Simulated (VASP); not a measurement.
Runs of VASP 6.6.1 on CsSnI3. Symmetry: Pm-3m, No. 221, cubic system. The conventional cell has a = 6.036 Å, b = 6.036 Å, c = 6.036 Å, α = 90.00°, β = 90.00°, γ = 90.00°. Cs (site symmetry m-3m) is surrounded by 12 I at 4.27 Å. Around Sn (site symmetry m-3m) lie 6 I at 3.02 Å. I (site symmetry 4/mmm) has 2 Sn at 3.02 Å as nearest neighbours. The cell was built by a generator and needn't be a form met in nature.

```tsv
task	level	potentials or basis	spin	cell	cutoff (eV)	gap on the mesh (eV)	pressure (GPa)
single point	LDA	VASP PAW LDA potentials, release 64 (Cs_sv, Sn_d, I)	off	Pm-3m, 43.98 Å³/atom	520	none	0.0
single point	PBE	VASP PAW PBE potentials, release 64 (Cs_sv, Sn_d, I)	non-collinear, zero start, SOC	Pm-3m, 46.15 Å³/atom	520	-	1.3
single point	r2SCAN	VASP PAW PBE potentials, release 64 (Cs_sv, Sn_d, I)	off	Pm-3m, 48.23 Å³/atom	520	(a)	0.0
relaxation of cell and atoms	LDA	VASP PAW LDA potentials, release 64 (Cs_sv, Sn_d, I)	off	relaxed	600	none	0.0
```

Alike in all rows: k mesh 6 × 6 × 6; smearing gaussian 0.01 eV.

**Question.** Estimate the missing entries.

**Answer.** (a) 0.46.

Caveats: the PAW data sets were made with another functional, which shifts forces and pressure a little (some runs); spin-orbit coupling is left out, which moves the levels of the heavy elements (some runs).

A k mesh can miss the band edges, and rows without SOC leave out spin-orbit coupling on Cs, I, Sn.

A gap of «none» marks a metal or a gap under the smearing width.
